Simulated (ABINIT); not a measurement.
Planning a run of ABINIT 10.8.3 on BAs (F-43m). The input:

```
acell 3*1.0 Angstrom
rprim 
  -0.000000000000 2.388500000000 2.388500000000
  2.388500000000 -0.000000000000 2.388500000000
  2.388500000000 2.388500000000 -0.000000000000
ntypat 2
znucl 5 33
natom 2
typat 1 2
xred 
  0.000000000000 0.000000000000 0.000000000000
  0.250000000000 0.250000000000 0.250000000000
pp_dirpath "pseudos"
pseudos "B.upf, As.upf"
ecut 44
ngkpt 4 4 4
nshiftk 1
shiftk 0 0 0
kptopt 1
chksymbreak 0
istwfk *1
occopt 1
irdwfk 1
optdriver 4
nband 106
gwcalctyp 0
ecutsigx 44
symsigma 1
nkptgw 8
kptgw 
  0.0000000000 0.0000000000 0.0000000000
  0.2500000000 0.0000000000 0.0000000000
  0.5000000000 0.0000000000 0.0000000000
  0.2500000000 0.2500000000 0.0000000000
  0.5000000000 0.2500000000 0.0000000000
  -0.2500000000 0.2500000000 0.0000000000
  0.5000000000 0.5000000000 0.0000000000
  -0.2500000000 0.5000000000 0.2500000000
bdgw 
  11 17
  11 17
  11 17
  11 17
  11 17
  11 17
  11 17
  11 17
ecuteps 6.6
irdscr 1
ppmodel 1
indata_prefix "in"
outdata_prefix "out"
tmpdata_prefix "tmp"
```

```sh
OMP_NUM_THREADS=1 mpirun -n 8 abinit run.abi > log
```

Q: How long will it take on 8 MPI ranks of Arm Neoverse V2, shared host, and how much memory?

It took 23 s; on shared hardware allow 12 s to 47 s. Peak host memory was 1.3 GiB.

[Paths, hosts, dates, memory and timing lines, banners, echoed tables and standing remarks are left out of the program output.]

[Logs are printed without paths, hosts, clocks, repeated set-up lines and the standing remarks that a program may print on its own settings, such as how far it seeks lower states.]

[Runs of the session that timed out or met a known fault of the program may be left out.]

[Hosts, paths, dates, database ids (printed as entryN), source tags and the programs' standing remarks are cut or masked in the printed files.]

[G0W0 gaps are taken among the corrected bands and points alone; a level outside them can change the order at an edge.]

[Where Ansatz stands beside ABINIT at settings called matched, ABINIT's density can come from a denser mesh and the files from another edition; pairs whose starting gaps differed by over 0.03 eV were left out, so agreement reads better than it is.]
